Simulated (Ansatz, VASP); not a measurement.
**Tl: VASP beside Ansatz**

File INCAR:

```
PREC     = Accurate       # precision mode
ENCUT    = 600            # plane-wave cutoff, eV
EDIFF    = 1E-7           # SCF threshold, eV
ISMEAR   = -1             # smearing method
SIGMA    = 0.05           # smearing width, eV
LREAL    = False          # projectors in reciprocal space
LASPH    = True           # aspherical terms in the spheres
NELM     = 60             # most SCF steps
ALGO     = Normal         # electronic algorithm
ISIF     = 3              # what is computed and relaxed
LWAVE    = False          # write WAVECAR
LCHARG   = False          # write CHGCAR
IBRION   = 2              # ionic algorithm
NSW      = 60             # ionic steps
EDIFFG   = -0.005         # ionic threshold
```

KPOINTS

```
regular mesh
0
Gamma
  13 13 13
```

POSCAR

```
Tl
1.0
    3.0881070506      0.0000000000      0.0000000000
    0.0000000000      3.0881070506      0.0000000000
    0.0000000000      0.0000000000      3.0881070506
Tl
1
Direct
    0.0000000000      0.0000000000      0.0000000000
```

Input for Ansatz:

```yaml
crystal:
  lattice:
    - [3.0881070506, 0.0, 0.0]
    - [0.0, 3.0881070506, 0.0]
    - [0.0, 0.0, 3.0881070506]
  atoms:
    - { symbol: Tl, position: [0.0, 0.0, 0.0] }
kpoints:
  mp_grid: { grid: [13, 13, 13] }
scf:
  occupations: { method: fermi_dirac, width: 0.05 }
hamiltonian:
  xc: lda
  pseudopotentials: { kind: paw }
output:
  forces: true
  stress: true
relax:
  f_tol: 0.005
  max_steps: 40
  cell: {}
```

Alike in both runs: task relaxation of cell and atoms; functional LDA; k mesh 13 × 13 × 13; occupations fermi-dirac, width 0.05 eV; no spin polarisation.

|  | VASP | Ansatz |
| --- | --- | --- |
| version | VASP 6.6.1 | Ansatz 0.2.0 |
| potentials or method | VASP PAW LDA potentials, release 64 (Tl_d) | PAW with Ansatz's default frozen-core files, scalar-relativistic |
| plane-wave cutoff (eV) | 600 | 420 |
| valence electrons in the cell | 13 | 13 |

Ansatz gave:

| Quantity | Value |
| --- | --- |
| relaxed volume (Å³/atom) | 29.45 |
| relaxed cell length with the largest relative difference (Å) | 3.088 |

Task: What did VASP give for the same quantities?

Result: Relaxed volume (Å³/atom): 29.58; relaxed cell length with the largest relative difference (Å): 3.093.

Spin-orbit coupling is left out, which matters for the levels of Tl.
